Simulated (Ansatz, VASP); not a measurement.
# Si in VASP and in Ansatz

```
Si
1.0
     3.81941    0.00000    0.00000
     0.00000    5.40147    0.00000
     0.00000    0.00000    3.81941
Si
4
Cartesian
  0.0000 0.0000 0.0000
  1.9097 1.3504 0.0000
  1.9097 2.7007 1.9097
  0.0000 4.0511 1.9097
```

The cell was built by a generator and needn't be a form met in nature.

Alike in both runs: functional LDA; k mesh 10 × 8 × 10; occupations gaussian, width 0.02 eV; no spin polarisation.

Ansatz relaxed the structure, and its values are those at the end. VASP's run is a single point on that final structure, the one shown.

|  | VASP | Ansatz |
| --- | --- | --- |
| version | VASP 6.6.1 | Ansatz 0.2.0 |
| potentials or method | VASP PAW LDA potentials, release 64 (Si) | scalar-relativistic, plane waves, PAW |
| plane-wave cutoff (eV) | 520 | 420 |
| valence electrons in the cell | 16 | 16 |

```csv
,VASP,Ansatz,Ansatz less VASP
gap on the k mesh at the Fermi level (eV),0.45,0.45,+0.003
least direct gap on the mesh (eV),0.57,0.58,+0.004
pressure (GPa),0.1,0.0,-0.06
```

Ansatz warned: «pseudo_functional_mismatch».

A k mesh can miss the band edges. Expect the measured gap to be larger: semilocal functionals such as LDA lack the derivative discontinuity.
